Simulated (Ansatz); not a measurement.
Li:

```
CELL_PARAMETERS angstrom
0.00000 2.20200 2.20200
2.20200 0.00000 2.20200
2.20200 2.20200 0.00000
ATOMIC_POSITIONS crystal
Li 0.00000 0.00000 0.00000
```

This isn't the form of Li at room conditions, which is bcc.

Base run:

| Item | Value |
| --- | --- |
| Program | Ansatz 0.2.0 |
| Functional | LDA |
| Potentials or basis | all-electron LAPW, scalar-relativistic |
| Cutoff | 63 eV |
| Density cutoff | 250 eV |
| Basis error allowed | 0.001 eV/atom |
| k mesh | 10 × 10 × 10 |
| Occupations | fermi-dirac, width 0.05 eV |
| Spin | no spin polarisation |

Its results: pressure -1.4 GPa.

Task: The run is repeated on the same cell with these changes: functional from LDA to PBEsol. What comes out?

Result: Pressure -0.7 GPa.

PBEsol binds less tightly than LDA, so the same cell stands under more pressure.

Not every run made on this cell is shown here.
